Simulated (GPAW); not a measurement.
# WS2 (Tungstenite) (P6_3/mmc) in GPAW: equation of state

Aim: energy against volume of WS2 (Tungstenite) in PBEsol, for its equilibrium volume and stiffness.

Everything below comes from runs of GPAW 26.7.0. Logs are shortened: lines on timing, memory, paths and dates and some standing lists are left out, and cuts for length are marked. The log counts tension as positive stress, the text compression.

## 1. The structure

Symmetry: P6_3/mmc, No. 194, hexagonal system. Conventional cell: a = 3.180 Å, b = 3.180 Å, c = 12.500 Å, α = 90.00°, β = 90.00°, γ = 120.00°. W (site symmetry -6m2) is surrounded by 6 S at 2.41 Å. Around S (site symmetry 3m) lie 3 W at 2.41 Å.

## 2. Equation of state, PBEsol

run.py

```python
from ase import Atoms
from ase.eos import EquationOfState
from ase.io import Trajectory
from ase.units import GPa
from ase.parallel import parprint
from gpaw import GPAW, PW, setup_paths

setup_paths.insert(0, '.')

atoms = Atoms(['W', 'W', 'S', 'S', 'S', 'S'],
              cell=[[3.18, 0.0, 0.0],
                    [-1.59, 2.753960784, 0.0],
                    [0.0, 0.0, 12.5]],
              scaled_positions=[[0.6666666667, 0.3333333333, 0.75],
                                [0.3333333333, 0.6666666667, 0.25],
                                [0.6666666667, 0.3333333333, 0.375],
                                [0.3333333333, 0.6666666667, 0.875],
                                [0.6666666667, 0.3333333333, 0.125],
                                [0.3333333333, 0.6666666667, 0.625]],
              pbc=True)

traj = Trajectory('eos.traj', 'w')
volumes, energies = [], []
for x in [0.94, 0.96, 0.98, 1.0, 1.02, 1.04, 1.06]:
    a = atoms.copy()
    a.set_cell(atoms.cell * x**(1 / 3), scale_atoms=True)
    calc = GPAW(mode=PW(600),
                xc='PBEsol',
                kpts={'size': (10, 10, 3), 'gamma': True},
                occupations={'name': 'fermi-dirac', 'width': 0.05},
                nbands=46,
                convergence={'density': 1e-05, 'energy': 1e-05},
                maxiter=150,
                txt=f'eos-{x:.2f}.txt')
    a.calc = calc
    energies.append(a.get_potential_energy(force_consistent=True))
    volumes.append(a.get_volume())
    p = -a.get_stress()[:3].mean() / GPa
    calc.write(f'eos-{x:.2f}.gpw')
    traj.write(a)
    parprint(f'{x:.2f} {volumes[-1]:10.4f} A^3 {energies[-1]:14.6f} eV {p:9.3f} GPa', flush=True)

v0, e0, B = EquationOfState(volumes, energies, eos='birchmurnaghan').fit()
parprint(f'V0 = {v0:.4f} A^3, E0 = {e0:.6f} eV, B0 = {B / GPa:.2f} GPa')
```

Potentials or basis: PAW data sets generated in the run's folder for this functional, pw.

Launch:

```console
$ gpaw-setup -f PBEsol S W
$ OMP_NUM_THREADS=1 mpirun -n 4 gpaw python run.py
```

What it wrote:

```text
__  _  _
 | _ |_)|_||  |
 |__||  | ||/\| - 26.7.0

Input parameters:
  mode=PW(ecut=600.0),
  convergence={'density': 1e-05, 'energy': 1e-05},
  kpts=MonkhorstPack(size=(10, 10, 3), gamma=True),
  maxiter=150,
  nbands=46,
  occupations=Occupations(name='fermi-dirac', width=0.05),
  xc=XC(name='PBEsol')

Diagonalizing LCAO Hamiltonian
Converting LCAO to pw mode

        S

           W
        S

           S
        W

           S

Atoms  # Å, Bohr magnetons
|   | symbol |         x |        y |         z |    initial magnetic moments |
|---|--------|-----------|----------|-----------|-----------------------------|
| 0 |      W |  1.557542 | 0.899247 |  9.183620 | ( 0.0000,  0.0000,  0.0000) |
| 1 |      W | -0.000000 | 1.798494 |  3.061207 | ( 0.0000,  0.0000,  0.0000) |
| 2 |      S |  1.557542 | 0.899247 |  4.591810 | ( 0.0000,  0.0000,  0.0000) |
| 3 |      S | -0.000000 | 1.798494 | 10.714223 | ( 0.0000,  0.0000,  0.0000) |
| 4 |      S |  1.557542 | 0.899247 |  1.530603 | ( 0.0000,  0.0000,  0.0000) |
| 5 |      S | -0.000000 | 1.798494 |  7.653016 | ( 0.0000,  0.0000,  0.0000) |

Unit cell  # Å
| periodic |         x |        y |         z |   lengths |     angles |
|----------|-----------|----------|-----------|-----------|------------|
|      yes |  3.115084 | 0.000000 |  0.000000 |  3.115084 |  90.000000 |
|      yes | -1.557542 | 2.697742 |  0.000000 |  3.115084 |  90.000000 |
|      yes |  0.000000 | 0.000000 | 12.244826 | 12.244826 | 120.000000 |

Number of symmetries: 12
Symmetry operations  # r_c * U_cc + t_c -> r_c
|    | kind |            matrix            |
|----|------|------------------------------|
|  0 |  σ   |  1, 1, 0,  0,-1, 0,  0, 0, 1 |
|  1 |  S6  |  1, 1, 0, -1, 0, 0,  0, 0,-1 |
|  2 |  E   |  1, 0, 0,  0, 1, 0,  0, 0, 1 |
|  3 |  C2  |  1, 0, 0, -1,-1, 0,  0, 0,-1 |
|  4 |  C2  |  0, 1, 0,  1, 0, 0,  0, 0,-1 |
|  5 |  C3  |  0, 1, 0, -1,-1, 0,  0, 0, 1 |
|  6 |  S6  |  0,-1, 0,  1, 1, 0,  0, 0,-1 |
|  7 |  σ   |  0,-1, 0, -1, 0, 0,  0, 0, 1 |
|  8 |  σ   | -1, 0, 0,  1, 1, 0,  0, 0, 1 |
|  9 |  i   | -1, 0, 0,  0,-1, 0,  0, 0,-1 |
| 10 |  C3  | -1,-1, 0,  1, 0, 0,  0, 0, 1 |
| 11 |  C2  | -1,-1, 0,  0, 1, 0,  0, 0,-1 |

BZ-sampling:
  Number of BZ points: 300
  Number of IBZ points: 36

  Monkhorst-Pack size: [10, 10, 3]
  Monkhorst-Pack shift: [0.05, 0.05, 0.0]

K-points  # in reciprocal-cell coordinates
|     |                                coordinates |     weight |
|-----|--------------------------------------------|------------|
|   0 | (  0.00000000,   0.00000000,   0.00000000) | 0.00333333 |
|   1 | (  0.00000000,   0.00000000,   0.33333333) | 0.00666667 |
|   2 | (  0.10000000,   0.00000000,  -0.33333333) | 0.02000000 |
|   3 | (  0.10000000,   0.00000000,   0.00000000) | 0.02000000 |
|   4 | (  0.10000000,   0.00000000,   0.33333333) | 0.02000000 |
|   5 | (  0.20000000,  -0.10000000,   0.00000000) | 0.02000000 |
|   6 | (  0.20000000,  -0.10000000,   0.33333333) | 0.04000000 |
|   7 | (  0.20000000,   0.00000000,  -0.33333333) | 0.02000000 |
|   8 | (  0.20000000,   0.00000000,   0.00000000) | 0.02000000 |
|   9 | (  0.20000000,   0.00000000,   0.33333333) | 0.02000000 |
| ... |                                            |            |
|  35 | (  0.50000000,   0.50000000,   0.33333333) | 0.02000000 |

Plane wave coefficients: 3469
Cutoff: 600.0 eV

Spin-components: 1 (collinear spins)
Bands:           46
Projectors:      32
Spin-degeneracy: 2
Datatype:        complex128

Parallelization:
  kpt:    4
  domain: 1
  band:   1

Density:
  Valence electrons: 52.0
  Components: 1
  Grid points: [18 18 70]
  Charge: 0.0  # |e|

Potential:
  Grid points: [18 18 70]

species:
  W:
    name:    Tungsten
    Z:       74.0
    valence: 14
    core:    60
    charge:  0.0  # [|e|]
    compensation charges:
      type: gauss
      rc: 0.40  # [Å]
      lmax: 2
    cutoffs:
      filter: 2.36  # [Å]
      core: 3.02  # [Å]
    projectors
    | kind |    occ | energy [eV] | rcut [Å] |
    |------|--------|-------------|----------|
    |   5s |  2.000 |     -78.864 |    1.344 |
    |   6s |  2.000 |      -5.730 |    1.344 |
    |   5p |  6.000 |     -43.252 |    1.355 |
    |   6p |  0.000 |      -1.338 |    1.355 |
    |   5d |  4.000 |      -4.526 |    1.228 |
    |    d |        |      22.686 |    1.228 |

    Using partial waves for W as LCAO basis

  S:
    name:    Sulfur
    Z:       16.0
    valence: 6
    core:    10
    charge:  0.0  # [|e|]
    compensation charges:
      type: gauss
      rc: 0.24  # [Å]
      lmax: 2
    cutoffs:
      filter: 1.77  # [Å]
      core: 1.66  # [Å]
    projectors
    | kind |    occ | energy [eV] | rcut [Å] |
    |------|--------|-------------|----------|
    |   3s |  2.000 |     -17.192 |    0.974 |
    |   3p |  4.000 |      -6.978 |    0.979 |
    |    s |        |      10.020 |    0.974 |
    |    p |        |      20.234 |    0.979 |
    |    d |        |       0.000 |    0.900 |

    Using partial waves for S as LCAO basis

Reference energy: -920646.339667  # eV

eigensolver:
  PPCG
  Converge bands: occupied
  niter=2

density mixing:
  MSR1-Mixer
  Pratt-step length: 0.05
  Maximum mixing coefficient: 0.75
  Old densities: 10
  SVD Regularization: 0.005
  Good broyden scale: 1.0
  Trust region scale: 1.0
  Backstep threshold: 4.0
  History deletion threshold: 6.0
  Fourier metric: weight=20.0, sigma=0.015

occupation numbers:
  Fermi-Dirac:
    width: 0.0500  # eV

poisson solver:
  ecut: 4800.0  # eV

xc functional:
  name: PBEsol with 2 nearest neighbor stencil

convergence criteria:
- Maximum integral of absolute [dens]ity change: 1e-05 electrons / valence electron
- Maximum [total energy] change in last 3 cyles: 1e-05 eV / valence electron
- Maximum integral of absolute [eigenst]ate change: 4e-08 eV^2 / valence electron
maximum number of iterations: 150

SCF iterations
|iter     | |      energy | eigst |  dens |
|---------|-|-------------|-------|-------|
|iter:   1| |  -47.938396 | +0.50 |       |
|iter:   2| |  -48.215337 | -1.42 | -1.21 |
|iter:   3| |  -52.378394 | -0.59 | -1.23 |
|iter:   4| |  -48.040331 | -0.76 | -0.98 |
|iter:   5| |  -47.597893 | -2.27 | -1.38 |
|iter:   6| |  -47.608193 | -2.94 | -1.84 |
|iter:   7| |  -47.603999 | -3.40 | -2.34 |
|iter:   8| |  -47.601449 | -4.45 | -2.70 |
|iter:   9| |  -47.601175 | -5.37 | -3.11 |
|iter:  10| |  -47.601172c| -6.49 | -3.63 |
|iter:  11| |  -47.601172c| -7.97c| -4.49 |
|iter:  12| |  -47.601172c| -8.19c| -5.09c|

Converged in 12 steps
Energy contributions relative to reference atoms: (reference = -920646.339667)

Energy contributions:
  Kinetic:          55.510990
  Coulomb:         -54.944312
  Zero:              0.250643
  External:          0.000000
  Xc:              -48.418492
  Entropy:          -0.000001
  Spinorbit:         0.000000
  ----------------------------
  Free energy:     -47.601172
  Extrapolated:    -47.601172

dipole moment: (0.000004, 0.000006, 0.000029)  # |e|*Ang

Fermi level: 9.714
Eigenvalues  # (at kpt = [0.000, 0.000, 0.000])
| band index |      eig [eV] | occ [0-2] |
|------------|---------------|-----------|
|          0 |       -65.101 |     2.000 |
|        ... |               |           |
|         18 |         5.432 |     2.000 |
|         19 |         6.789 |     2.000 |
|         20 |         6.789 |     2.000 |
|         21 |         6.835 |     2.000 |
|         22 |         6.835 |     2.000 |
|         23 |         7.650 |     2.000 |
[... 8 lines left out ...]
|         32 |        11.960 |     0.000 |
|         33 |        11.960 |     0.000 |
|        ... |               |           |
|         45 |        21.854 |     0.000 |

Gap: 1.002 eV
Transition (v -> c):
  (s=0, k=0, n=25, [0.00, 0.00, 0.00]) -> (s=0, k=16, n=26, [0.40, -0.20, 0.00])
Direct/indirect transitions are different
Direct gap: 2.240 eV
Transition at: (s=0, k=24, n=25, [0.40, 0.30, 0.00])

Stress tensor  # eV/Ang^3
|         x |         y |         z |
|-----------|-----------|-----------|
| -0.043734 |  0.000000 |  0.000000 |
|  0.000000 | -0.043734 |  0.000000 |
|  0.000000 |  0.000000 | -0.066357 |

# Writing to eos-0.94.gpw (mode='')
```

Wall time 4.1 min (4 MPI ranks of Arm Neoverse V1, shared host); peak memory 0.42 GiB.

Results:

* Equilibrium volume: 17.94 Å³/atom
* Bulk modulus at fixed shape and positions: 167 GPa
* Pressure derivative of the bulk modulus: 4.4

Energy against volume, from the lowest point:
```tsv
volume (Å³/atom)	energy (meV/atom)
17.150	19.57
17.515	5.39
17.880	0.00
18.245	2.49
18.610	12.06
18.975	27.95
19.340	49.51
```

Caveat: the cell was scaled at fixed shape and fractional positions, which overstates the stiffness of a crystal with free parameters, most of all of layers and chains; this functional lacks dispersion, which binds the layers, so the pressure and a relaxed spacing across them are unreliable. Spin-orbit coupling is left out, which matters for the levels of W.
